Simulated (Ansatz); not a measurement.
We consider α-quartz-type GeO₂ (metastable phase), described by BLYP (plane waves, PAW; Ansatz, a quantum-chemistry and plane-wave program).

Run with plane-wave cutoff 520 eV, 12×12×6 k mesh (along the axes of the cell as run), Fermi–Dirac smearing 0.01 eV, scalar-relativistic PAW data made under PBE.

Cell (relaxed at this level):

```yaml
crystal:
  lattice:
    - [2.58651, -4.47997, 0.00000]
    - [2.58651, 4.47997, 0.00000]
    - [0.00000, 0.00000, 5.82255]
  atoms:
    - { symbol: Ge, position: [0.00000, 0.45872, 0.33333] }
    - { symbol: Ge, position: [0.54128, 0.54128, 0.00000] }
    - { symbol: Ge, position: [0.45872, 0.00000, 0.66667] }
    - { symbol: O, position: [0.29294, 0.40038, 0.23822] }
    - { symbol: O, position: [0.59962, 0.89256, 0.90489] }
    - { symbol: O, position: [0.70706, 0.10744, 0.42844] }
    - { symbol: O, position: [0.89256, 0.59962, 0.09511] }
    - { symbol: O, position: [0.40038, 0.29294, 0.76178] }
    - { symbol: O, position: [0.10744, 0.70706, 0.57156] }
```

Q: Give the computed bulk modulus, band gap, smallest direct gap on the k points sampled and pressure derivative B′ of the bulk modulus.

A: 
- bulk modulus = 36.5 GPa
- band gap = 3.06 eV (indirect)
- smallest direct gap on the k points sampled = 3.14 eV
- pressure derivative B′ of the bulk modulus = 2.9

Measured, for comparison: bulk modulus 42 GPa (room temperature, not corrected to a static lattice, from measured elastic constants; as tabulated in Sevik and Bulutay (2007), arXiv:cond-mat/0610176). Computed (rounded) less measured: bulk modulus -13 %.

Note: the cell is over a tenth larger than the published one: the level's own overestimate first of all, though another phase or state, or a fault of the published cell, is possible; the bulk modulus comes from volumes at which shape and atoms were relaxed.

Spin–orbit coupling is not included.

The computed numbers hold no vibrational or temperature effects.
